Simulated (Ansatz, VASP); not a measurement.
# One calculation of SnH5, two programs

```
Sn H
1.0
     0.00000    2.73540    2.73540
     2.73540    0.00000    2.73540
     2.73540    2.73540    0.00000
Sn H
1 5
Direct
  0.00000 0.00000 0.00000
  0.25000 0.25000 0.25000
  0.59664 0.59664 0.59664
  0.21008 0.59664 0.59664
  0.59664 0.59664 0.21008
  0.59664 0.21008 0.59664
```

Change from the starting cell: species swapped into the ZrNi5 type (F-43m, No. 216).

Alike in both runs: functional PBE; k mesh 6 × 6 × 6; occupations gaussian, width 0.1 eV; no spin polarisation.

Ansatz relaxed the structure, and its values are those at the end. VASP's run is a single point on that final structure, the one shown.

```csv
,VASP,Ansatz
version,VASP 6.6.1,Ansatz 0.2.0
potentials or method,"VASP PAW PBE potentials, release 64 (Sn_d, H)","scalar-relativistic, plane waves, PAW"
plane-wave cutoff (eV),520,420
valence electrons in the cell,19,19
```

|  | VASP | Ansatz | Ansatz less VASP |
| --- | --- | --- | --- |
| gap on the k mesh at the Fermi level (eV) | none | none | - |
| pressure (GPa) | -0.2 | 0.0 | +0.18 |

A gap of «none» marks a metal or a gap that the smearing closes.
